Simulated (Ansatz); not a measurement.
**ZrSi₂, a known structure type with other elements, at an estimated volume**

```
CELL_PARAMETERS angstrom
1.84279 3.19181 0.00000
-1.84279 3.19181 0.00000
0.00000 0.00000 4.07670
ATOMIC_POSITIONS crystal
Si 0.33330 0.33340 0.50000
Si 0.66660 0.66670 0.50000
Zr 0.00000 0.00000 0.00000
```

The numbers come from plane-wave PAW DFT (Ansatz): PBE, no spin polarisation, 420 eV, 8×8×6 Γ-centred k points, tetrahedron occupations. Nothing was relaxed.

Q: What is the formation energy?

A: 0.01 eV an atom against the elements' usual phases (free molecules for gases, crystals otherwise, with no correction for O₂ or N₂), too near zero to call. Relaxing would lower it.

Q: Are the atoms at rest?

A: The forces vanish by the symmetry of the sites.

Q: Metal or insulator?

A: It is a metal, with about 1.5 states/eV a cell as the mean within 0.25 eV of the Fermi level, mostly Zr d (60 %) and Si p (21 %).

Q: What does the stress say?

A: The pressure is 15.1 GPa (compression positive), so with the atoms held at these fractions the cell would first expand. The principal stresses -12.7, 29.1, 29.1 GPa differ, so its shape would change too.

Origin: a known structure type with other elements, at an estimated volume, so it need not be a known compound. Caveats: empty levels are not fully converged; forces and stress under tetrahedra may miss the slope of the energy; atoms or cell far from equilibrium.
